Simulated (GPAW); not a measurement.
Consider InP (zinc-blende (GaP)1-x(InP)x, x = 1, F-43m).

```xyz
16
Lattice="0.0000 5.8690 5.8690 5.8690 0.0000 5.8690 5.8690 5.8690 0.0000" Properties=species:S:1:pos:R:3 pbc="T T T"
In    0.0000    0.0000    0.0000
P     1.4672    1.4672    1.4672
In    2.9345    2.9345    0.0000
P     4.4017    4.4017    1.4672
In    2.9345    0.0000    2.9345
P     4.4017    1.4672    4.4017
In    5.8690    2.9345    2.9345
P     7.3362    4.4017    4.4017
In    0.0000    2.9345    2.9345
P     1.4672    4.4017    4.4017
In    2.9345    5.8690    2.9345
P     4.4017    7.3362    4.4017
In    2.9345    2.9345    5.8690
P     4.4017    4.4017    7.3362
In    5.8690    5.8690    5.8690
P     7.3362    7.3362    7.3362
```

Absorber: atom 2, with 4 In at 2.54 Å (tetrahedral). Method: GPAW, PBE, excited-electron core hole (neutral cell), 16-atom cell with 8.3 Å between holes, 4×4×4 k points, dipole transitions, Gaussian full width 0.9 eV up to 4 eV, rising linearly to 3.5 eV at 25 eV.

Question: Predict the near-edge structure at the P K edge.

Main maxima up to 24 eV above the zero (height): 2.4 eV (1.78), 3.9 eV (2.13), 6.3 eV (1.56) and 13.1 eV (1.11). A K edge sees empty p states on the absorber. The total-energy difference is 2155.55 eV. One term is added: -15.96 eV, since the hole is spin-paired here and a spin-polarised one costs that much less in the free atom (computed apart). The photon energy is then 2139.59 eV. The functional leaves an error of a few eV in such absolute values.

The P K spectrum (energy from the bottom of the conduction band, which holds the excited electron; intensity scaled to a mean of 1 over the first 20 eV):

```csv
E (eV),intensity
-2.0,0.00
-1.4,0.00
-0.8,0.00
-0.2,0.00
0.4,0.11
1.0,0.65
1.6,1.57
2.2,1.78
2.8,1.66
3.4,1.60
4.0,2.09
4.6,1.38
5.2,1.19
5.8,1.32
6.4,1.55
7.0,1.21
7.6,1.08
8.2,1.07
8.8,0.84
9.4,0.60
10.0,0.54
10.6,0.60
11.2,0.73
11.8,0.90
12.4,1.05
13.0,1.11
13.6,1.09
14.2,1.02
14.8,0.93
15.4,0.83
16.0,0.74
16.6,0.65
17.2,0.60
17.8,0.59
18.4,0.62
19.0,0.68
19.6,0.72
20.2,0.75
20.8,0.76
21.4,0.79
22.0,0.84
22.6,0.93
23.2,1.04
23.8,1.12
24.4,1.16
25.0,1.14
25.6,1.08
26.2,1.00
26.8,0.93
27.4,0.90
28.0,0.91
28.6,0.96
```

The mesh is coarse (0.23 Å⁻¹ between points), so small maxima may be mesh ripples.

[Banner, clock and machine lines of the logs are left out without a mark of their own.]

[Logs are printed without paths, hosts, clocks, repeated set-up lines and the standing remarks that a program may print on its own settings, such as how far it seeks lower states.]

[Hosts, paths, dates, database ids (printed as entryN), source tags and the programs' standing remarks are cut or masked in the printed files.]

[Lists of maxima count a maximum above −3 eV only where it reaches 4 % of the highest in the window and stands out from its surroundings by 2 % of it (1.5 % where it reaches 55 %); shoulders and weaker maxima are passed over, and of the rest the first, up to two pre-edge ones and the few strongest are named.]
